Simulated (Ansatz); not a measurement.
The parent structure is AlSb in the zinc blende structure (space group F-43m, No. 216; a = 6.226 Å).

All numbers come from Ansatz (a quantum-chemistry and plane-wave program) PBE, scalar-relativistic without spin-orbit coupling.

One change was made to it. Results:

| quantity | base | after |
|---|---|---|
| gap character | indirect, Γ → L | direct at Γ |
| shortest interatomic distance | 2.696 Å | 2.715 Å |

Task: Name the change that was made.
A) pressure 5 GPa
B) pressure −1 GPa
C) pressure −2 GPa
D) pressure 0.3 GPa

Result: B, pressure −1 GPa. For comparison, the shortest interatomic distance in the other runs: pressure −2 GPa gives 2.737 Å; pressure 5 GPa gives 2.621 Å; pressure 0.3 GPa gives 2.690 Å.

Spin-orbit coupling, missing from the scalar runs, can matter with Sb. Load acts through the strain it causes; cell and atoms are relaxed under it. Whether these cells are dynamically stable was not tested. Tetrahedral semiconductors of this kind turn to denser phases somewhere between about 1 and 50 GPa; those were not computed, so compressed cells here can lie past the real transition.
